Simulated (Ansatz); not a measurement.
Input for Ansatz (plane-wave DFT, PAW):

```yaml
crystal:
  lattice:
    - [3.8681707509, 0.0, 0.0]
    - [0.0, 5.0672768617, 0.0]
    - [0.0, 0.0, 24.6704268772]
  atoms:
    - { symbol: Sn, position: [0.0, 0.2287361955, 0.3040077108] }
    - { symbol: O, position: [0.5, 0.0, 0.3040077108] }
    - { symbol: Sn, position: [0.5, 0.7712638045, 0.3824046265] }
    - { symbol: O, position: [0.0, 0.0, 0.3824046265] }
    - { symbol: Sn, position: [0.0, 0.2287361955, 0.4608015422] }
    - { symbol: O, position: [0.5, 0.0, 0.4608015422] }
    - { symbol: Sn, position: [0.5, 0.7712638045, 0.5391984578] }
    - { symbol: O, position: [0.0, 0.0, 0.5391984578] }
    - { symbol: Sn, position: [0.0, 0.2287361955, 0.6175953735] }
    - { symbol: O, position: [0.5, 0.0, 0.6175953735] }
    - { symbol: Sn, position: [0.5, 0.7712638045, 0.6959922892] }
    - { symbol: O, position: [0.0, 0.0, 0.6959922892] }
basis:
  ecutwfc: 420
kpoints:
  mp_grid: { grid: [9, 7, 1] }
hamiltonian:
  xc: pbe
scf:
  occupations: { method: gaussian, width: 0.05 }
output:
  forces: true
  stress: true
  eigenvalues: true
  write_density: true
  write_potential: true
  elf: true
  volumetric_format: npy
efield:
  axis: 3
  dipole_correction: true
  ramp_width: 0.04
```

Command:
```bash
ansatz run input.yaml --threads 1 --pin off --max-ram 2560MiB --backend cpu --events-out ev --progress --plain --runs-dir out
```

Computed with DFT PBE, scalar-relativistic, plane waves, PAW in Ansatz.

Abridged output (final results; tables in files aren't shown):

```
SCF 1 converged in 9 iterations: F = -39549.119187 eV  dr2 = 5.67e-8
WARN: The output density's exchange-correlation potential varies sharply where the density is thin. Do not read a vacuum level from v_tot or v_xc, or from such a field of the output density. On a cell that repeats whose density bears no net charge and no dipole along the vacuum's axis use v_es (v_loc + v_h of the components); under efield.dipole_correction with no amplitude use v_es + v_field, which holds any external_charges[].barrier, or the levels of the report's work_function block, which leave it out; under a non-zero efield.amplitude the vacuum is tilted and has no level; on a cell that repeats and bears such a dipole with no correction it is tilted too, and efield.dipole_correction wi ...
SCF converged after 9 iterations
Free energy (F): -39549.119187 eV
Harris-Foulkes:  -39549.119187 eV  (|F-HF|=2.97e-8)
Internal energy: -39549.119187 eV  (E = F + TS)
E sigma→0 (E₀):  -39549.119187 eV
Fermi energy:    2.183216 eV
Dipole field:    D = -0.000008 V/Å  (p = -0.000022 e·Å, saw-weighted, corrected)
Work function:   Φ+ = 3.8073 eV   Φ− = 3.8071 eV
Levels:          The Fermi level and band energies are counted from a zero that moves with the ramp; work functions are not
--- Per-component energies (eV) ---
  E_band       = -1477.171860
  E_kinetic    = 2156.155748
  E_local      = -86515.781286  (includes V_loc(G=0)·N_el)
  E_nonlocal   = 94.506055
  E_hartree    = 43130.620307
  E_xc         = -2734.157208
  E_vxc        = -1134.828077  (∫ρ·V_xc dr)
  E_paw        = -25761.800264  (= ΣΔE_a)
  E_vpaw       = -2338.453877  (= ΣTr[D̂ρ^β])
  E_aug_tail   = 0.014195  (compensation charges beyond the density's cutoff)
  E_efield     = 0.000000  (sawtooth field / dipole correction)
  E_vefield    = 0.000000  (∫n·V_field dr)
  E_ewald      = 30081.323265
  E_smearing   =  0.000000  (= −TS)
--- Forces (eV/Å), atoms counted from 1 ---
  atom   1  Sn     0.00000000    -1.01918657     0.53095609
  atom   2  O      0.00000000     0.39857625     0.29621904
  atom   3  Sn     0.00000000     0.38493045    -0.75859867
  atom   4  O      0.00000000     0.28502385    -0.02867097
  atom   5  Sn     0.00000000     0.00883429    -0.00869256
  atom   6  O      0.00000000    -0.03960204    -0.05648890
  atom   7  Sn     0.00000000    -0.00883431     0.00867930
  atom   8  O      0.00000000     0.03960241     0.05650191
  atom   9  Sn     0.00000000    -0.38493069     0.75858450
  atom  10  O      0.00000000    -0.28502399     0.02868863
  atom  11  Sn     0.00000000     1.01919047    -0.53096245
  atom  12  O      0.00000000    -0.39858122    -0.29621451
--- Stress (GPa, compression-positive) ---
       -2.101037       0.000000       0.000000
        0.000000      -1.189408       0.720351
        0.000000       0.720351      -1.096576
  P = ⅓ Tr σ = -1.4623 GPa (-14.623 kbar)
--- Band table (eV; the first three rows and the last of 20) ---
  k-point 0: bands = ["-19.8479", "-19.8108", "-19.7483", "-19.7144", "-19.6937", "-19.6117", "-19.6021", "-19.6021", "-19.5670", "-19.5478", "-19.5076", "-19.5074", "-19.4996", "-19.4869", "-19.4832", "-19.4660", "-19.4651", "-19.4648", "-19.4501", "-19.4292", "-19.4253", "-19.4188", "-19.3986", "-19.3955", "-19.3893", "-19.3841", "-19.3717", "-19.3706", "-19.3466", "-19.3368", "-17.6098", "-17.0957", "-16.4352", "-15.8078", "-15.2589", "-15.2142", "-5.4833", "-5.3858", "-5.1052", "-4.6778", "-4.2410", "-4.2266", "-3.7495", "-3.6780", "-3.2461", "-3.1412", "-2.5491", "-2.5394", "-2.0094", "-1.8040", "-1.5627", "-1.2707", "-1.1992", "-0.9800", "-0.8666", "-0.4914", "-0.4424", "0.0868", "1.05 ...
  k-point 1: bands = ["-19.8466", "-19.8107", "-19.7488", "-19.7146", "-19.6945", "-19.6128", "-19.6023", "-19.6023", "-19.5667", "-19.5479", "-19.5075", "-19.5074", "-19.5008", "-19.4863", "-19.4834", "-19.4700", "-19.4648", "-19.4609", "-19.4499", "-19.4278", "-19.4248", "-19.4187", "-19.3993", "-19.3947", "-19.3887", "-19.3856", "-19.3719", "-19.3709", "-19.3464", "-19.3370", "-17.6057", "-17.0918", "-16.4322", "-15.8063", "-15.2580", "-15.2137", "-5.7933", "-5.5714", "-5.2132", "-4.6507", "-4.1084", "-3.7439", "-3.7363", "-3.5857", "-3.2356", "-3.1961", "-2.5943", "-2.5425", "-2.0263", "-1.8011", "-1.5522", "-1.1991", "-1.1761", "-0.9817", "-0.7576", "-0.5141", "-0.3723", "0.1879", "1.00 ...
  k-point 2: bands = ["-19.8438", "-19.8105", "-19.7501", "-19.7150", "-19.6963", "-19.6152", "-19.6027", "-19.6027", "-19.5659", "-19.5482", "-19.5076", "-19.5073", "-19.5024", "-19.4868", "-19.4835", "-19.4749", "-19.4614", "-19.4582", "-19.4495", "-19.4246", "-19.4231", "-19.4183", "-19.4017", "-19.3929", "-19.3889", "-19.3880", "-19.3726", "-19.3709", "-19.3457", "-19.3375", "-17.5963", "-17.0831", "-16.4255", "-15.8028", "-15.2559", "-15.2125", "-6.2397", "-5.8805", "-5.3467", "-4.5888", "-3.9365", "-3.7059", "-3.4291", "-3.3586", "-3.2117", "-2.8583", "-2.6992", "-2.5274", "-2.0595", "-1.7948", "-1.5459", "-1.1989", "-0.9852", "-0.9057", "-0.5822", "-0.4805", "-0.1375", "0.3606", "0.81 ...
  k-point 19: bands = ["-19.7908", "-19.7862", "-19.7656", "-19.7332", "-19.6850", "-19.6846", "-19.6462", "-19.6460", "-19.5731", "-19.5728", "-19.5650", "-19.5630", "-19.4849", "-19.4831", "-19.4740", "-19.4719", "-19.4547", "-19.4516", "-19.4188", "-19.4176", "-19.4036", "-19.4023", "-19.3978", "-19.3956", "-19.3928", "-19.3907", "-19.3687", "-19.3681", "-19.3319", "-19.3313", "-16.6109", "-16.4187", "-16.2705", "-16.2620", "-15.3950", "-15.3925", "-6.3703", "-6.3283", "-5.7722", "-5.7231", "-5.3717", "-5.0471", "-3.5028", "-3.4904", "-3.1516", "-2.9876", "-2.3851", "-2.3690", "-1.8839", "-1.6147", "-1.0594", "-0.8259", "-0.3287", "-0.2578", "-0.2231", "-0.1089", "0.0314", "0.1372", "0.27 ...
```

The run converged.

The run took 3.2 min on 1 thread of Arm Neoverse N1, with other jobs on the host, peak memory 0.83 GiB.